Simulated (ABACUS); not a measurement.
A run of ABACUS 3.10.1:

run_abacus.py

```python
"""ABACUS run from a structure file: ASE reads it, the script writes STRU, KPT and INPUT."""
import re
import subprocess
import spglib
from ase import Atoms
from ase.io import read
from ase.units import Bohr

atoms = read("BN.cif")
cell, frac, numbers = spglib.standardize_cell((atoms.cell[:], atoms.get_scaled_positions(), atoms.numbers), to_primitive=True, symprec=1e-4)
atoms = Atoms(numbers=numbers, cell=cell, scaled_positions=frac, pbc=True)  # the primitive cell
atoms = atoms[(-atoms.numbers).argsort(kind="stable")]  # ABACUS lists atoms element by element
pseudo = {'N': 'N.pbe-n-radius_5.UPF', 'B': 'b_pbe_v1.4.uspp.F.UPF'}
orbital = {}
magmoms = None
kmesh = [10, 10, 10]
params = {
    'suffix': 'BN',
    'calculation': 'scf',
    'basis_type': 'pw',
    'pseudo_dir': './',
    'symmetry': 1,
    'dft_functional': 'GGA_XC_HCTH_407',
    'ecutwfc': 55,
    'pseudo_rcut': 10,
    'nspin': 1,
    'nbands': 14,
    'ks_solver': 'dav',
    'smearing_method': 'fd',
    'smearing_sigma': 0.00367493,
    'scf_thr': 1e-08,
    'scf_nmax': 100,
    'mixing_type': 'broyden',
    'mixing_beta': 0.7,
    'cal_force': 1,
    'cal_stress': 1,
    'ecutrho': 440,
    'out_chg': 1,
    'out_pot': 2,
    'out_elf': 0,
    'kpar': 4,
}

symbols = atoms.get_chemical_symbols()
elements = list(dict.fromkeys(symbols))
lines = ["ATOMIC_SPECIES"] + [f"{e} {atoms.get_masses()[symbols.index(e)]:.4f} {pseudo[e]}" for e in elements]
if orbital:
    lines += ["", "NUMERICAL_ORBITAL"] + [orbital[e] for e in elements]
lines += ["", "LATTICE_CONSTANT", f"{1 / Bohr:.10f}", "", "LATTICE_VECTORS"]
lines += [" ".join(f"{x:.10f}" for x in v) for v in atoms.cell]
lines += ["", "ATOMIC_POSITIONS", "Direct"]
for e in elements:
    lines += ["", e, "0.0", str(symbols.count(e))]
    for i, p in enumerate(atoms.get_scaled_positions(wrap=False)):
        if symbols[i] == e:
            mag = "" if magmoms is None else " mag " + " ".join(str(x) for x in (magmoms[i] if isinstance(magmoms[i], list) else [magmoms[i]]))
            lines.append(" ".join(f"{x:.10f}" for x in p) + " 1 1 1" + mag)
open("STRU", "w").write("\n".join(lines) + "\n")
open("KPT", "w").write("K_POINTS\n0\nGamma\n%d %d %d 0 0 0\n" % tuple(kmesh))
open("INPUT", "w").write("INPUT_PARAMETERS\n" + "".join(f"{k:<20s}{v}\n" for k, v in params.items()))

done = subprocess.run(['mpirun', '-np', '4', 'abacus'])
if done.returncode:
    raise SystemExit(done.returncode)
log = open("OUT.BN/running_scf.log").read()
print("final energy (eV):", re.findall(r"FINAL_ETOT_IS (\S+)", log))
```

The input BN.cif:

```cif
data_BN
_cell_length_a 3.62600200
_cell_length_b 3.62600200
_cell_length_c 3.62600200
_cell_angle_alpha 90.00000000
_cell_angle_beta 90.00000000
_cell_angle_gamma 90.00000000
_space_group_name_H-M_alt 'F-43m'
_space_group_name_Hall 'F -4 2 3'
_space_group_IT_number 216
loop_
_space_group_symop_operation_xyz
'x,y,z'
'y,-x,-z'
'-x,-y,z'
'-y,x,-z'
'x,-y,-z'
'y,x,z'
'-x,y,-z'
'-y,-x,z'
'z,x,y'
'-z,y,-x'
'z,-x,-y'
'-z,-y,x'
'-z,x,-y'
'z,y,x'
'-z,-x,y'
'z,-y,-x'
'y,z,x'
'-x,-z,y'
'-y,z,-x'
'x,-z,-y'
'-y,-z,x'
'x,z,y'
'y,-z,-x'
'-x,z,-y'
'x,y+1/2,z+1/2'
'y,-x+1/2,-z+1/2'
'-x,-y+1/2,z+1/2'
'-y,x+1/2,-z+1/2'
'x,-y+1/2,-z+1/2'
'y,x+1/2,z+1/2'
'-x,y+1/2,-z+1/2'
'-y,-x+1/2,z+1/2'
'z,x+1/2,y+1/2'
'-z,y+1/2,-x+1/2'
'z,-x+1/2,-y+1/2'
'-z,-y+1/2,x+1/2'
'-z,x+1/2,-y+1/2'
'z,y+1/2,x+1/2'
'-z,-x+1/2,y+1/2'
'z,-y+1/2,-x+1/2'
'y,z+1/2,x+1/2'
'-x,-z+1/2,y+1/2'
'-y,z+1/2,-x+1/2'
'x,-z+1/2,-y+1/2'
'-y,-z+1/2,x+1/2'
'x,z+1/2,y+1/2'
'y,-z+1/2,-x+1/2'
'-x,z+1/2,-y+1/2'
'x+1/2,y,z+1/2'
'y+1/2,-x,-z+1/2'
'-x+1/2,-y,z+1/2'
'-y+1/2,x,-z+1/2'
'x+1/2,-y,-z+1/2'
'y+1/2,x,z+1/2'
'-x+1/2,y,-z+1/2'
'-y+1/2,-x,z+1/2'
'z+1/2,x,y+1/2'
'-z+1/2,y,-x+1/2'
'z+1/2,-x,-y+1/2'
'-z+1/2,-y,x+1/2'
'-z+1/2,x,-y+1/2'
'z+1/2,y,x+1/2'
'-z+1/2,-x,y+1/2'
'z+1/2,-y,-x+1/2'
'y+1/2,z,x+1/2'
'-x+1/2,-z,y+1/2'
'-y+1/2,z,-x+1/2'
'x+1/2,-z,-y+1/2'
'-y+1/2,-z,x+1/2'
'x+1/2,z,y+1/2'
'y+1/2,-z,-x+1/2'
'-x+1/2,z,-y+1/2'
'x+1/2,y+1/2,z'
'y+1/2,-x+1/2,-z'
'-x+1/2,-y+1/2,z'
'-y+1/2,x+1/2,-z'
'x+1/2,-y+1/2,-z'
'y+1/2,x+1/2,z'
'-x+1/2,y+1/2,-z'
'-y+1/2,-x+1/2,z'
'z+1/2,x+1/2,y'
'-z+1/2,y+1/2,-x'
'z+1/2,-x+1/2,-y'
'-z+1/2,-y+1/2,x'
'-z+1/2,x+1/2,-y'
'z+1/2,y+1/2,x'
'-z+1/2,-x+1/2,y'
'z+1/2,-y+1/2,-x'
'y+1/2,z+1/2,x'
'-x+1/2,-z+1/2,y'
'-y+1/2,z+1/2,-x'
'x+1/2,-z+1/2,-y'
'-y+1/2,-z+1/2,x'
'x+1/2,z+1/2,y'
'y+1/2,-z+1/2,-x'
'-x+1/2,z+1/2,-y'
loop_
_atom_site_label
_atom_site_type_symbol
_atom_site_symmetry_multiplicity
_atom_site_Wyckoff_symbol
_atom_site_fract_x
_atom_site_fract_y
_atom_site_fract_z
_atom_site_occupancy
N1 N 4 d 0.2500000000 0.2500000000 0.7500000000 1
B1 B 4 a 0.0000000000 0.0000000000 0.0000000000 1
```

Potentials or basis: SSSP 1.3 efficiency PBE, plane waves.

Command:

```bash
$ OMP_NUM_THREADS=1 python run_abacus.py > log
```

Hardware: 4 MPI ranks on Intel(R) Xeon(R) Platinum 8488C (Sapphire Rapids) (shared host).

Task: How long does it take, and how much memory?

Result: Wall time 5.1 s on 4 MPI ranks on Intel(R) Xeon(R) Platinum 8488C (Sapphire Rapids), on a shared host, peak memory 0.36 GiB a rank. Counts: scf iterations 7, k points 47, bands 14, ranks 4.
